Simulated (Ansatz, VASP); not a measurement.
N in VASP and in Ansatz

File INCAR:

```
SYSTEM = N
ALGO = Fast
EDIFF = 1E-7
ENCUT = 520
GGA = PS
ISIF = 2
ISMEAR = 0
LASPH = .TRUE.
LCHARG = .FALSE.
LREAL = .FALSE.
LWAVE = .FALSE.
NBANDS = 18
NELM = 100
PREC = Accurate
SIGMA = 0.1
```

The input KPOINTS:

```
k-points
0
G
  4 4 4
  0 0 0
```

File POSCAR:

```
N
1.0
    5.6490000000      0.0000000000      0.0000000000
    0.0000000000      5.6490000000      0.0000000000
    0.0000000000      0.0000000000      5.6490000000
N
4
Direct
    0.0300000000      0.0300000000      0.0300000000
    0.4700000000      0.9700000000      0.5300000000
    0.5300000000      0.4700000000      0.9700000000
    0.9700000000      0.5300000000      0.4700000000
```

Input for Ansatz:

```yaml
crystal:
  lattice:
    - [5.649, 0.0, 0.0]
    - [0.0, 5.649, 0.0]
    - [0.0, 0.0, 5.649]
  atoms:
    - { symbol: "N", position: [0.03, 0.03, 0.03] }
    - { symbol: "N", position: [0.47, 0.97, 0.53] }
    - { symbol: "N", position: [0.53, 0.47, 0.97] }
    - { symbol: "N", position: [0.97, 0.53, 0.47] }
basis:
  ecutwfc: 420
kpoints:
  mp_grid: { grid: [4, 4, 4] }
hamiltonian:
  xc: pbesol
scf:
  occupations: { method: gaussian, width: 0.1 }
output:
  forces: true
  stress: true
  eigenvalues: true
```

Alike in both runs: task single point; functional PBEsol; k mesh 4 × 4 × 4; occupations gaussian, width 0.1 eV; no spin polarisation.

```csv
,VASP,Ansatz
version,VASP 6.6.1,Ansatz 0.2.0
potentials or method,"VASP PAW PBE potentials, release 64 (N)","scalar-relativistic, plane waves, PAW"
plane-wave cutoff (eV),520,420
valence electrons in the cell,20,20
```

|  | VASP | Ansatz | Ansatz less VASP |
| --- | --- | --- | --- |
| gap on the k mesh at the Fermi level (eV) | none | none | - |
| pressure (GPa) | -4.1 | -4.0 | +0.03 |
| rms of the force components (eV/Å) | 0.215 | 0.216 | +0.0013 |

Atom by atom the forces differ by 0.001 eV/Å (rms over components). A gap of «none» marks a metal or a gap that the smearing closes. With one functional, cell and mesh, what is left measures potentials, basis and numerics.

Caveats: the PAW data sets were made with another functional, which shifts forces and pressure a little (VASP).
